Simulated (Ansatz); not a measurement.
# Au (Fm-3m) in Ansatz: convergence with dr2 threshold

Aim: find how far dr2 threshold must go before the results for Au settle, at PBE. This setting moves, with any that are tied to it; all else stays.

Program: Ansatz 0.2.0. These are calculated values, not measurements. Logs are shortened: lines on timing, memory, paths and dates and some standing lists are left out, and cuts for length are marked.

## (1) Starting point

Symmetry: Fm-3m, No. 225, cubic system. The conventional cell has a = 4.070 Å, b = 4.070 Å, c = 4.070 Å, α = 90.00°, β = 90.00°, γ = 90.00°. Around Au (site symmetry m-3m) lie 12 Au at 2.88 Å.

## (2) With dr2 threshold 0.001

The input, input.yaml:

```yaml
crystal:
  lattice:
    - [0.0, 2.035, 2.035]
    - [2.035, 0.0, 2.035]
    - [2.035, 2.035, 0.0]
  atoms:
    - { symbol: Au, position: [0.0, 0.0, 0.0] }
kpoints:
  mp_grid: { grid: [11, 11, 11] }
scf:
  occupations: { method: fermi_dirac, width: 0.05 }
  convergence: { dr2_threshold: 0.001 }
hamiltonian:
  xc: pbe
  pseudopotentials: { kind: all_electron, lapw: { basis_error: 0.001 } }
output:
  forces: true
  stress: true
  eigenvalues: true
```

Potentials or basis: all-electron LAPW, scalar-relativistic.

Command:

```bash
$ ansatz run input.yaml --threads 1 --pin off --max-ram 3072MiB --backend cpu --events-out ev --progress --plain --runs-dir out
```

It took 5 s on 1 thread of Arm Neoverse V2, shared host; peak memory 0.26 GiB.

Results:

```
Free energy            : -517224.8620 eV
Pressure               : 10.9 GPa
Band gap on the k mesh : none (metal or under the smearing width)
```

## (3) With dr2 threshold 0.0001

input.yaml, as its differences from that of step 2:

```diff
@@ -11,3 +11,3 @@
   occupations: { method: fermi_dirac, width: 0.05 }
-  convergence: { dr2_threshold: 0.001 }
+  convergence: { dr2_threshold: 0.0001 }
 hamiltonian:
```

Potentials or basis: all-electron LAPW, scalar-relativistic.

Command:

```bash
$ ansatz run input.yaml --threads 1 --pin off --max-ram 3072MiB --backend cpu --events-out ev --progress --plain --runs-dir out
```

Run time: 5.2 s. Hardware: 1 thread of Arm Neoverse V2, shared host; peak memory 0.26 GiB.

Results:

* Free energy: -517224.8621 eV
* Pressure: 10.8 GPa
* Band gap on the k mesh: none (metal or under the smearing width)

## (4) With dr2 threshold 1e-05

input.yaml, as its differences from that of step 3:

```diff
@@ -11,3 +11,3 @@
   occupations: { method: fermi_dirac, width: 0.05 }
-  convergence: { dr2_threshold: 0.0001 }
+  convergence: { dr2_threshold: 1.0e-05 }
 hamiltonian:
```

Command:

```bash
$ ansatz run input.yaml --threads 1 --pin off --max-ram 3072MiB --backend cpu --events-out ev --progress --plain --runs-dir out
```

Run time: 5.1 s. Hardware: 1 thread of Arm Neoverse V2, shared host; peak memory 0.26 GiB.

What came out:

```yaml
Free_energy: -517224.8621 eV
Pressure: 10.8 GPa
Band_gap_on_the_k_mesh: none (metal or under the smearing width)
```

## (5) With dr2 threshold 1e-06

input.yaml, as its differences from that of step 4:

```diff
@@ -11,3 +11,3 @@
   occupations: { method: fermi_dirac, width: 0.05 }
-  convergence: { dr2_threshold: 1.0e-05 }
+  convergence: { dr2_threshold: 1.0e-06 }
 hamiltonian:
```

Command:

```bash
$ ansatz run input.yaml --threads 1 --pin off --max-ram 3072MiB --backend cpu --events-out ev --progress --plain --runs-dir out
```

Wall time 5.6 s (1 thread of Arm Neoverse V2, shared host); peak memory 0.27 GiB.

What came out:

```yaml
Free_energy: -517224.8621 eV
Pressure: 10.8 GPa
Band_gap_on_the_k_mesh: none (metal or under the smearing width)
```

## (6) With dr2 threshold 1e-07

input.yaml, as its differences from that of step 5:

```diff
@@ -11,3 +11,3 @@
   occupations: { method: fermi_dirac, width: 0.05 }
-  convergence: { dr2_threshold: 1.0e-06 }
+  convergence: { dr2_threshold: 1.0e-07 }
 hamiltonian:
```

Potentials or basis: all-electron LAPW, scalar-relativistic.

Command:

```bash
$ ansatz run input.yaml --threads 1 --pin off --max-ram 3072MiB --backend cpu --events-out ev --progress --plain --runs-dir out
```

It took 5.6 s on 1 thread of Arm Neoverse V2, shared host; peak memory 0.27 GiB.

Results:

- Free energy: -517224.8621 eV
- Pressure: 10.8 GPa
- Band gap on the k mesh: none (metal or under the smearing width)

## (7) With dr2 threshold 1e-08

input.yaml, as its differences from that of step 6:

```diff
@@ -11,3 +11,3 @@
   occupations: { method: fermi_dirac, width: 0.05 }
-  convergence: { dr2_threshold: 1.0e-07 }
+  convergence: { dr2_threshold: 1.0e-08 }
 hamiltonian:
```

Command:

```bash
$ ansatz run input.yaml --threads 1 --pin off --max-ram 3072MiB --backend cpu --events-out ev --progress --plain --runs-dir out
```

Run time: 6 s. Hardware: 1 thread of Arm Neoverse V2, shared host; peak memory 0.27 GiB.

Results (log left out):

```
Free energy            : -517224.8621 eV
Pressure               : 10.8 GPa
Band gap on the k mesh : none (metal or under the smearing width)
```

## (8) With dr2 threshold 1e-10

input.yaml, as its differences from that of step 7:

```diff
@@ -11,3 +11,3 @@
   occupations: { method: fermi_dirac, width: 0.05 }
-  convergence: { dr2_threshold: 1.0e-08 }
+  convergence: { dr2_threshold: 1.0e-10 }
 hamiltonian:
```

Potentials or basis: all-electron LAPW, scalar-relativistic.

Command:

```bash
$ ansatz run input.yaml --threads 1 --pin off --max-ram 3072MiB --backend cpu --events-out ev --progress --plain --runs-dir out
```

The log of the run:

```text
Warning: RAYON_NUM_THREADS=1 ignored (pool sized by the plan → 1); use --threads N
LAPW: plane waves up to 8.089 Å⁻¹, error target 1.0e-3 eV per atom; small_component_spin mean_spin; Au in spheres of 1.439 Å, 43 of its electrons in bands, Dirac shells [] (how accurate: hamiltonian.pseudopotentials.lapw.basis_error, Limitations)
Engine: ansatz 0.2.0, aarch64-unknown-linux-gnu
Pseudopotentials: kind: all_electron
Pseudopotential: Au, LAPW, valence charge 43, lapw/all_electron/scalar/gaussian/Au, Koelling and Harmon's equation, gaussian nucleus
Functional definition: PBE
  parameter kappa = 0.804
  parameter beta = 0.06672455060314922
  exchange = pbe_x(kappa = kappa, mu = beta*pi^2/3)
  correlation = pbe_c(beta = beta)
Crystal: 1 atoms, lattice volume = 16.855 Å³
Basis set: ecut = 249.29731172642988 eV, 169 PW (Γ), exchange–correlation at level 2
Bands: 26, of which v1, the nominal top of the filled ones, is band 22 counted from 1 (21 counted from 0)
Symmetry: 48 space group operations
Space group: Fm-3m (ITA 225), of the structure as read, at distance tolerance 2.6e-5 Å
k-points: 56 of 1331
Non-local potential: Au, projectors of the file, none
Initial density: superposition of atomic densities (chi_scale 0.1, normalization cell)
Initial wavefunctions: plane waves of lowest kinetic energy (no species holds an atomic orbital)
Functional: x = pbe(κ = 0.804, μ = 0.2195149727645171), c = pbe(β = 0.06672455060314922)
iter 1 solved again at ethr=1.15e-4 eV; its pass at ethr=1.00e-1 eV (dr2=4.96e-2 eV) is discarded
SCF iter   1: F=—  HF=-517225.106936 eV  |F-HF|=—  |Δ(HF+E_count)|=         —  Δρ=2.30e-2  dr2=4.98e-2  ethr=1.15e-4  ⟨swp⟩=3.0  Hψ=9156  notcnv=0
preconditioner: auto → Kerker (q_TF=auto, 3.189 Å⁻¹)  [metal: Δε(μ)=0.061 eV  Ē_g=15.761 eV  σ=0.050 eV  W_gap=0.29  n_scr=14 (ndim 8)  ℏωp=30.0 eV  f_vac=0.042  D(μ)=0.42/eV (n_scr^D=0)]
SCF iter   2: F=—  HF=-517224.880799 eV  |F-HF|=—  |Δ(HF+E_count)|=   2.26e-1  Δρ=6.31e-3  dr2=5.33e-3  ethr=1.15e-4  ⟨swp⟩=2.3  Hψ=4498  notcnv=0
preconditioner: auto → none  [insulator: Δε(μ)=0.254 eV  Ē_g=16.219 eV  σ=0.050 eV  W_gap=0.85  n_scr=14 (ndim 8)  ℏωp=30.0 eV  f_vac=0.033  D(μ)=0.12/eV (n_scr^D=0)  ε∞_Penn≈4.4]
SCF iter   3: F=—  HF=-517224.862796 eV  |F-HF|=—  |Δ(HF+E_count)|=   1.80e-2  Δρ=4.80e-3  dr2=2.70e-3  ethr=1.24e-5  ⟨swp⟩=2.1  Hψ=4268  notcnv=0
SCF iter   4: F=—  HF=-517224.862139 eV  |F-HF|=—  |Δ(HF+E_count)|=   6.56e-4  Δρ=1.58e-3  dr2=3.02e-4  ethr=6.29e-6  ⟨swp⟩=2.0  Hψ=4237  notcnv=0
iter 5 solved again at ethr=1.36e-8 eV; its pass at ethr=7.02e-7 eV (dr2=5.86e-6 eV) is discarded
SCF iter   5: F=—  HF=-517224.862107 eV  |F-HF|=—  |Δ(HF+E_count)|=   3.19e-5  Δρ=2.17e-4  dr2=5.84e-6  ethr=1.36e-8  ⟨swp⟩=2.0  Hψ=7244  notcnv=0
SCF iter   6: F=—  HF=-517224.862112 eV  |F-HF|=—  |Δ(HF+E_count)|=   4.61e-6  Δρ=1.25e-5  dr2=1.52e-8  ethr=1.36e-8  ⟨swp⟩=3.0  Hψ=4302  notcnv=0
SCF iter   7: F=—  HF=-517224.862112 eV  |F-HF|=—  |Δ(HF+E_count)|=   2.86e-8  Δρ=1.03e-6  dr2=7.00e-11  ethr=3.54e-11  ⟨swp⟩=3.0  Hψ=4451  notcnv=0
SCF iter   8: F=-517224.862112 eV  HF=-517224.862112 eV  |F-HF|=1.16e-10  |Δ(HF+E_count)|=  9.31e-10  Δρ=5.11e-8  dr2=2.79e-13  ethr=5.02e-12 (applied; sched 1.00e-12)  ⟨swp⟩=2.0  Hψ=4237  notcnv=0
SCF 1 converged in 8 iterations: F = -517224.862112 eV  dr2 = 2.79e-13
SCF converged after 8 iterations
Free energy (F): -517224.862112 eV
Harris-Foulkes:  -517224.862112 eV  (|F-HF|=1.16e-10)
Internal energy: -517224.860720 eV  (E = F + TS)
E sigma→0 (E₀):  -517224.861416 eV
Entropy (-TS):   -0.001392 eV (-1.392 meV/atom)
Fermi energy:    25.580870 eV
--- Per-component energies (eV) ---
  E_band       = -3827.612574
  E_kinetic    = 589522.268386
  E_xc         = -9915.504569
  E_electrostatic = -1096831.624537  (all electrons and nuclei)
  E_smearing   = -0.001392  (= −TS)
  E_closure    = 0.000000  (closes the sum)
  E_atoms      = -517221.663280  (free atoms, spherical and without spin; not in F)
  Σ components = -517224.862112   (vs F -517224.862112, Δ=0.00e0)
  Basis errors (estimates in eV, not in F): energy 1.9e-4 per atom: plane waves 1.8e-4 (1.3e-4 summed), levels above the bands 4.7e-155, relativity 5.5e-8, radial functions 1.4e-5, core shells 1.4e-8; eigenvalues (radial functions only) 9.6e-7; not estimated: angular momenta, meshes, grids; target (lapw.basis_error) 1.0e-3; muffin-tin radii Au 1.439 Å
--- Forces (eV/Å), atoms counted from 1 ---
  atom   1  Au    -0.00000000     0.00000000    -0.00000000
  max |Σ_I F_I| component: 4.52e-32 eV/Å
--- Stress (GPa, compression-positive) ---
       10.764688       0.000000      -0.000000
        0.000000      10.764688      -0.000000
       -0.000000      -0.000000      10.764688
  P = ⅓ Tr σ = 10.7647 GPa (107.647 kbar)
--- Band table (eV; the first three rows and the last of 56) ---
  k-point 0: bands = ["-297.2069", "-297.2069", "-297.2069", "-297.1946", "-297.1946", "-79.9395", "-52.9593", "-52.9496", "-52.9496", "-52.9496", "-52.9436", "-52.9436", "-52.9436", "-31.2817", "-31.2817", "-31.2817", "15.5684", "20.8021", "20.8021", "20.8021", "22.3510", "22.3510", "40.0054", "44.0672", "44.0672", "44.0672"]
  k-point 1: bands = ["-297.2069", "-297.2069", "-297.2069", "-297.1946", "-297.1946", "-79.9385", "-52.9592", "-52.9497", "-52.9497", "-52.9496", "-52.9436", "-52.9436", "-52.9436", "-31.3001", "-31.2845", "-31.2845", "15.8580", "20.7103", "20.8990", "20.8990", "22.3098", "22.3098", "40.3301", "42.4637", "44.4143", "44.4143"]
  k-point 2: bands = ["-297.2069", "-297.2069", "-297.2069", "-297.1946", "-297.1946", "-79.9358", "-52.9591", "-52.9499", "-52.9499", "-52.9496", "-52.9436", "-52.9435", "-52.9435", "-31.3492", "-31.2919", "-31.2919", "16.6516", "20.5607", "21.0738", "21.0738", "22.3133", "22.3133", "39.3165", "41.1692", "45.2694", "45.2694"]
  k-point 55: bands = ["-297.2069", "-297.2069", "-297.2069", "-297.1946", "-297.1946", "-79.9228", "-52.9586", "-52.9506", "-52.9506", "-52.9503", "-52.9433", "-52.9433", "-52.9432", "-31.4422", "-31.4298", "-31.3663", "19.4933", "20.0318", "20.6196", "22.2388", "23.8088", "29.8295", "31.5166", "32.5080", "35.6933", "46.7513"]
```

Wall time 6.4 s (1 thread of Arm Neoverse V2, shared host); peak memory 0.27 GiB.

Results:

- Free energy: -517224.8621 eV
- Pressure: 10.8 GPa
- Band gap on the k mesh: none (metal or under the smearing width)

## (9) Result

```csv
dr2 threshold,"energy less the tightest run, at zero smearing (meV/atom)",pressure (GPa),SCF cycles,CPU time (s),peak memory (GiB)
0.001,0.10,10.87,4,4.6,0.26
0.0001,0.00,10.77,5,5.2,0.26
1e-05,0.00,10.77,5,5.1,0.26
1e-06,0.00,10.77,6,5.6,0.27
1e-07,0.00,10.77,6,5.6,0.27
1e-08,0.00,10.76,7,6,0.27
1e-10,0.00,10.76,8,6.4,0.27
```

Against the tightest run, the energy stays within 1 meV/atom from 0.001 on; the pressure stays within 0.1 GPa from 0.0001 on. The tightest run that finished is the yardstick and may itself not be fully converged.
